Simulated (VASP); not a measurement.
Runs of VASP 6.6.1 on CdO (Monteponite). It takes space group Fm-3m (No. 225, cubic). Conventional cell: a = 4.705 Å, b = 4.705 Å, c = 4.705 Å, α = 90.00°, β = 90.00°, γ = 90.00°. Around Cd (site symmetry m-3m) lie 6 O at 2.35 Å. O (site symmetry m-3m) has 6 Cd at 2.35 Å as nearest neighbours. 

| task | level | potentials or basis | spin | cell | k mesh | cutoff (eV) | gap on the mesh (eV) | pressure (GPa) |
| --- | --- | --- | --- | --- | --- | --- | --- | --- |
| band structure | PBE | VASP PAW PBE potentials, release 64 (Cd, O) | SOC, no magnetisation | Fm-3m, 13.02 Å³/atom | 8 × 8 × 8 | 520 | - | 7.0 |
| band structure | LDA | VASP PAW LDA potentials, release 64 (Cd, O) | off | Fm-3m, 13.02 Å³/atom | 12 × 12 × 12 | 520 | - | (a) |
| relaxation of cell and atoms | PBEsol | VASP PAW PBE potentials, release 64 (Cd, O) | off | relaxed | 12 × 12 × 12 | 600 | none | 0.0 |
| band structure | TB-mBJ | VASP PAW PBE potentials, release 64 (Cd, O) | off | Fm-3m, 13.02 Å³/atom | 12 × 12 × 12 | 520 | 1.42 | - |
| band structure | PBE | VASP PAW PBE potentials, release 64 (Cd, O) | off | Fm-3m, 13.02 Å³/atom | 12 × 12 × 12 | 520 | - | 7.0 |
| optical spectrum | PBE | VASP PAW PBE potentials, release 64 (Cd, O) | off | Fm-3m, 13.02 Å³/atom | 12 × 12 × 12 | 520 | none | 7.0 |

Alike in all rows: smearing gaussian 0.03 eV.

Problem. Fill in the values left out.

Solution. (a) -4.8.

Caveats: this crystal is a semiconductor, whose small gap the functional closes, so the metal is an error of the method (some runs); the PAW data sets were made with another functional, which shifts forces and pressure a little (some runs); independent-particle spectra lack excitons (some runs); the intraband (Drude) part of a metal's response may be missing (some runs).

A k mesh can miss the band edges, and rows without SOC leave out spin-orbit coupling on Cd.

A gap of «none» marks a metal or a gap under the smearing width.
